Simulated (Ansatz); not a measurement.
# Nb2COS MXene bilayer (AA) in a perpendicular field, part 4 of 4

Aim: how the Nb2COS MXene bilayer (AA) screens a field along its normal, and what the field does to its bands. A positive field points along +c.

Ansatz 0.2.0; plane-wave DFT, LDA, Ansatz PAW.

So far. Step 11 (Relaxing in the field, field -0.1 V/Å): The dipole is -0.0735 e·Å, -0.0693 e·Å from its value without field. Step 12 (Response, atoms relaxed): The induced dipole is that of a conductor 14.62 Å thick.

## 13. A changed input

This step: plane-wave DFT, LDA, Ansatz PAW (Ansatz 0.2.0).

An input spoilt on purpose, to show how the run answers: it repeats the earlier run at 0.05 V/Å with efield.axis from 3 to 2, and scf.max_iter set to 50.

input.yaml reads:

```yaml
crystal:
  lattice:
    - [3.1484813703, 0.0, 0.0]
    - [-1.5742406851, 2.72666485, 0.0]
    - [0.0, 0.0, 30.9145402894]
  atoms:
    - { symbol: S, position: [0.3333333333, 0.6666666667, 0.2911251442] }
    - { symbol: Nb, position: [0.6666666667, 0.3333333333, 0.3446389868] }
    - { symbol: C, position: [0.0, 0.0, 0.3840373139] }
    - { symbol: Nb, position: [0.3333333333, 0.6666666667, 0.4236539959] }
    - { symbol: O, position: [0.6666666667, 0.3333333333, 0.4564966039] }
    - { symbol: S, position: [0.3333333333, 0.6666666667, 0.5434783726] }
    - { symbol: Nb, position: [0.6666666667, 0.3333333333, 0.5969766883] }
    - { symbol: C, position: [0.0, 0.0, 0.6363760232] }
    - { symbol: Nb, position: [0.3333333333, 0.6666666667, 0.6759689974] }
    - { symbol: O, position: [0.6666666667, 0.3333333333, 0.7088748558] }
kpoints:
  mp_grid: { grid: [18, 18, 1] }
  band_path:
    path: [[0, 0, 0], [0.5, 0, 0], [0.33333333, 0.33333333, 0], [0, 0, 0]]
    npoints: 16
hamiltonian:
  xc: lda
scf:
  occupations: { method: fermi_dirac, width: 0.02585 }
  convergence: { dr2_threshold: 1.0e-10 }
  max_iter: 50
efield:
  axis: 2
  dipole_correction: true
  ramp_position: 0.97
  ramp_width: 0.06
  amplitude: 0.05
output:
  write_potential: true
  write_density: true
  volumetric_format: npy
```

Launch:

```sh
$ ansatz run input.yaml --threads 4 --pin off --max-ram 6144MiB --backend cpu --events-out ev --progress --plain --runs-dir out
```

Numbers of over 12 decimals in the logs are rounded to 6 here.

Output:

```text
Engine: ansatz 0.2.0, aarch64-unknown-linux-gnu
Pseudopotentials: kind: paw
Pseudopotential: S, paw, valence charge 6, recommended cutoff 420 eV (normal), S.paw.azcp
Pseudopotential: Nb, paw, valence charge 13, recommended cutoff 420 eV (normal), Nb.paw.azcp
Pseudopotential: C, paw, valence charge 4, recommended cutoff 420 eV (normal), C.paw.azcp
Pseudopotential: O, paw, valence charge 6, recommended cutoff 420 eV (normal), O.paw.azcp
Functional definition: SPW92
  exchange = slater_x
  correlation = pw_c
Crystal: 10 atoms, lattice volume = 265.397 Å³
Basis set: ecut = 420 eV, 5143 PW (Γ)
Bands: 52, of which v1, the nominal top of the filled ones, is band 42 counted from 1 (41 counted from 0)
Symmetry: 2 space group operations
k-points: 91 of 324 (time reversal used)
Non-local potential: S, projectors of the file, l = 0: 2, l = 1: 2, l = 2: 2
Non-local potential: Nb, projectors of the file, l = 0: 3, l = 1: 2, l = 2: 2, l = 3: 1
Non-local potential: C, projectors of the file, l = 0: 2, l = 1: 2, l = 2: 1
Non-local potential: O, projectors of the file, l = 0: 2, l = 1: 2, l = 2: 1
PAW form: soft (Blöchl's): semilocal exchange-correlation on the pseudo side does not see the compensation charge
PAW frozen core: S, regenerated for the run's functional, and the local potential with it (the file was generated under x = pbe(κ = 0.804, μ = 0.219515), c = pbe(β = 0.066725))
PAW frozen core: Nb, regenerated for the run's functional, and the local potential with it (the file was generated under x = pbe(κ = 0.804, μ = 0.219515), c = pbe(β = 0.066725))
PAW frozen core: C, regenerated for the run's functional, and the local potential with it (the file was generated under x = pbe(κ = 0.804, μ = 0.219515), c = pbe(β = 0.066725))
PAW frozen core: O, regenerated for the run's functional, and the local potential with it (the file was generated under x = pbe(κ = 0.804, μ = 0.219515), c = pbe(β = 0.066725))
PAW one-centre angular grid: S, 110 points (default); XC on 64 Gauss nodes
PAW one-centre angular grid: Nb, 590 points (default); XC on 64 Gauss nodes
PAW one-centre angular grid: C, 110 points (default); XC on 64 Gauss nodes
PAW one-centre angular grid: O, 110 points (default); XC on 64 Gauss nodes
Initial density: superposition of atomic densities (neutral atoms: chi_scale 0, normalization atom, screened)
Initial wavefunctions: pseudopotential atomic-orbital guess
Functional: x = slater, c = lda
Error: efield: ion 2 (C) at fractional coordinate 0.0000 along the field axis lies inside the sawtooth ramp with 2 of the planes that the density is read on at each end, [0.8867, 0.1133] — the ramp must sit in vacuum (an ion there feels the fictitious reversed slope); set or move the ramp (efield.ramp_position / ramp_width) or move the geometry
```

Elapsed: 0.94 s, on 4 threads of Arm Neoverse N1, shared host; peak memory 0.66 GiB.

The program refused the input before any cycle.

The program's message: “Error: efield: ion 2 (C) at fractional coordinate 0.0000 along the field axis lies inside the sawtooth ramp with 2 of the planes that the density is read on at each end, [0.8867, 0.1133] — the ramp mu …”

The fault put into the input: the field along an axis without vacuum.

## 14. Varying the input

An input spoilt on purpose, to show how the run answers: it repeats the earlier run at 0.05 V/Å with efield.axis from 3 to 0, and scf.max_iter set to 100.

Changes to input.yaml since step 13:

```diff
@@ -26,5 +26,5 @@
   convergence: { dr2_threshold: 1.0e-10 }
-  max_iter: 50
+  max_iter: 100
 efield:
-  axis: 2
+  axis: 0
   dipole_correction: true
```

Output:

```text
Error: invalid value for `efield.axis`: must be in [1, 3]; got 0
```

Wall time 0.02 s (4 threads); peak memory 0.07 GiB.

The input was rejected at the start.

The program's message: “Error: invalid value for `efield.axis`: must be in [1, 3]; got 0”

The fault put into the input: an axis of 0, outside the range 1 to 3.

## 15. Results

| Item | Value |
| --- | --- |
| gap without field | none |
| work function, upper face | 5.80 eV |
| step between the vacuum levels | 0.0880 eV |
| equivalent conductor thickness, atoms held | 14.4 Å |
| equivalent conductor thickness, atoms relaxed | 14.6 Å |

What this shows: The induced dipole equals that of a perfect conductor 14.40 Å thick, while the outer atoms lie 12.91 Å apart. The two faces differ: the vacuum level above lies 0.09 eV higher than the one below. Letting the atoms follow the field adds 0.22 Å to the equivalent conductor thickness: the ionic part of the response. There is no gap over 0.03 eV, with or without the field. The main runs have no spin polarisation; a magnetic state could lie lower and would change these results. Spin-orbit coupling is left out. The MXene's terminations sit over the metal atoms of its far layer; the site over carbon or nitrogen, which some compounds prefer, was not run.

[Logs are printed without paths, hosts, clocks, repeated set-up lines and the standing remarks that a program may print on its own settings, such as how far it seeks lower states.]

[Hosts, paths, dates, database ids (printed as entryN), source tags and the programs' standing remarks are cut or masked in the printed files.]

[Maps of the electrostatic potential energy from Ansatz leave out the sawtooth potential of an applied field or a dipole correction, so their vacuum need not be flat; planar profiles and work functions include it.]
